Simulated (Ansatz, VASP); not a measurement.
Two plane-wave programs on TiC

```xyz
2
Lattice="0.0000 2.1664 2.1664 2.1664 0.0000 2.1664 2.1664 2.1664 0.0000" Properties=species:S:1:pos:R:3 pbc="T T T"
Ti    0.0000    0.0000    0.0000
C     2.1664    2.1664    2.1664
```

Alike in both runs: functional PBE; k mesh 16 × 16 × 16; occupations gaussian, width 0.1 eV; no spin polarisation.

Ansatz relaxed the structure, and its values are those at the end. VASP's run is a single point on that final structure, the one shown.

```csv
,VASP,Ansatz
version,VASP 6.6.1,Ansatz 0.2.0
potentials or method,"VASP PAW PBE potentials, release 64 (Ti_sv, C)","scalar-relativistic, plane waves, PAW"
plane-wave cutoff (eV),520,420
valence electrons in the cell,16,16
```

VASP gave:

```
gap on the k mesh at the Fermi level (eV) : none
pressure (GPa)                            : 0.2
```

Q: Estimate Ansatz's values.

A: gap on the k mesh at the Fermi level (eV): none; pressure (GPa): 0.0.

A gap of «none» marks a metal or a gap that the smearing closes. The functional is the same, so the differences come from potentials, cutoffs and numerics.
